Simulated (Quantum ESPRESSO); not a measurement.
## N: single point with PBE

N:

```
N
1.0
     4.16723    0.00000    0.00000
    -2.08362    3.60893    0.00000
     0.00000    0.00000    7.00600
N
4
Direct
  0.66138 0.32879 0.66644
  0.67056 0.32840 0.82693
  0.34034 0.67106 0.16933
  0.32714 0.64640 0.32778
```

The cell isn't the ideal one: atoms moved at random, drawn with an rms of 0.05 Å.

```json
{
 "Program": "Quantum ESPRESSO 7.5",
 "Task": "single point",
 "Functional": "PBE",
 "Potentials or basis": "SSSP 1.3 efficiency PBE",
 "Cutoff": "816 eV",
 "Density cutoff": "6531 eV",
 "k mesh": "7 × 7 × 4",
 "Occupations": "fermi-dirac, width 0.05 eV",
 "Spin": "no spin polarisation",
 "Mixing beta": "0.5",
 "Most SCF iterations": "120",
 "SCF threshold": "8e-10 Ry"
}
```

The pressure is -2.1 GPa. The largest force is 2.721 eV/Å and the band gap on the k mesh is 6.88 eV, indirect (least direct gap 7.16 eV).

Forces in eV/Å, atoms in the order of the input:
```
N    0.098 -0.013  2.719
N   -0.095  0.011 -2.715
N   -0.001 -0.100  1.211
N   -0.001  0.102 -1.215
```

Stress tensor (GPa, compression positive):
```
 0.09 -0.01 -0.14
-0.01  0.07  0.14
-0.14  0.14 -6.54
```

Levels at points of the mesh, in eV from the valence-band top:
| k point | band 8 | band 9 | band 10 | band 11 | band 12 | band 13 |
| --- | --- | --- | --- | --- | --- | --- |
| (0.00, 0.00, 0.00) | -1.53 | -1.10 | 0.00 | 7.55 | 7.56 | 8.02 |
| (0.00, 0.00, -0.50) | -1.55 | -0.51 | -0.49 | 7.71 | 7.72 | 7.84 |

It took 3.9 min on 1 thread of Arm Neoverse N1 (shared host), peak memory 0.3 GiB.

Caveat: an odd mesh through Γ misses points on the zone boundary, where band edges often lie.
